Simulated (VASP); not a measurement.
Write the native input for VASP 6.6.1 that does the following.

```yaml
Task: relaxation of cell and atoms
Functional: PBE
Dispersion: D3(BJ)
Potentials_or_basis: VASP PAW PBE potentials, release 64 (Mo_sv, P)
Cutoff: 600 eV
k_mesh: 15 × 15 × 11
Occupations: methfessel-paxton, width 0.1 eV
Spin: no spin polarisation
Further_INCAR_settings: ALGO = Normal; EDIFF = 1e-06; IBRION = 2; EDIFFG = -0.01; NSW = 90; ISIF = 3
```

The structure of MoP lies in POSCAR:

```
MoP
1.0
    3.2230000000      0.0000000000      0.0000000000
   -1.6115000000      2.7911998764      0.0000000000
    0.0000000000      0.0000000000      3.1910000000
Mo P
1 1
Direct
    0.0000000000      0.0000000000      0.0000000000
    0.3333333333      0.6666666667      0.5000000000
```

One way to write it, as run:

INCAR

```
PREC     = Accurate       # precision mode
ENCUT    = 600            # plane-wave cutoff, eV
EDIFF    = 1E-6           # SCF threshold, eV
ISMEAR   = 1              # smearing method
SIGMA    = 0.1            # smearing width, eV
LREAL    = False          # projectors in reciprocal space
LASPH    = True           # aspherical terms in the spheres
NELM     = 80             # most SCF steps
ALGO     = Normal         # electronic algorithm
ISIF     = 3              # what is computed and relaxed
LWAVE    = False          # write WAVECAR
LCHARG   = False          # write CHGCAR
GGA      = PE             # functional
IVDW     = 12             # dispersion correction
IBRION   = 2              # ionic algorithm
NSW      = 90             # ionic steps
EDIFFG   = -0.01          # ionic threshold
```

KPOINTS

```
regular mesh
0
Gamma
  15 15 11
```

Potentials or basis: VASP PAW PBE potentials, release 64 (Mo_sv, P).

Launch:

```bash
$ cat potpaw_PBE.64/Mo_sv/POTCAR potpaw_PBE.64/P/POTCAR > POTCAR
$ mpirun -np 1 vasp_std > vasp.out
```

It gave:

```json
{
  "Relaxed volume": "14.07 Å³/atom",
  "Relaxed cell": "a = 3.200 Å, b = 3.200 Å, c = 3.173 Å, α = 90.00°, β = 90.00°, γ = 120.00°",
  "Space group after relaxing (to 0.05 Å)": "P-6m2 (No. 187)",
  "Energy gained by relaxing": "4.0 meV/atom",
  "Ionic steps": "5",
  "Pressure after relaxing": "0.0 GPa",
  "Band gap on the k mesh": "none (metal or under the smearing width)",
  "Dispersion energy per atom": "-0.642 eV"
}
```

Caveat: pairwise dispersion overbinds metals, which lowers pressure and volume.

Wall time 2.3 min on 1 thread of Intel(R) Xeon(R) Platinum 8488C (Sapphire Rapids), on a shared host, peak memory 0.24 GiB.
